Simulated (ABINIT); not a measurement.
KTaO3, 5 atoms in the cell. The structure is cubic, space group Pm-3m (No. 221). Conventional cell: a = 3.988 Å, b = 3.988 Å, c = 3.988 Å, α = 90.00°, β = 90.00°, γ = 90.00°. Around Ta (site symmetry m-3m) lie 6 O at 1.99 Å. K (site symmetry m-3m) is surrounded by 12 O at 2.82 Å. O (site symmetry 4/mmm) is surrounded by 2 Ta at 1.99 Å. 

* Program: ABINIT 10.8.3 (patched build)
* Task: optical spectrum
* Functional: PBE
* Potentials or basis: PseudoDojo NC SR PBE v0.4.1 standard
* Cutoff: 952 eV
* k mesh: 8 × 8 × 8, shifted
* Occupations: fixed
* Spin: no spin polarisation
* Bands in the sums: 32
* Broadening (eV): 0.05
* Scissor shift (eV): 1
* Tensor components: [11]

Potentials or basis: PseudoDojo NC SR PBE v0.4.1 standard.

Launch:

```console
$ abinit run.abi > log 2>&1
$ optic optic.abi > optic.log 2>&1
```

Hardware: 1 thread of Arm Neoverse V1 (shared host).

**Question.** How long does it take, and how much memory?

**Answer.** Run time: 6.4 min on 1 thread of Arm Neoverse V1, on a shared host, peak memory 1.3 GiB. Counts: scf iterations 15, mpi ranks 1, k points 20, bands 20, plane waves 4254.
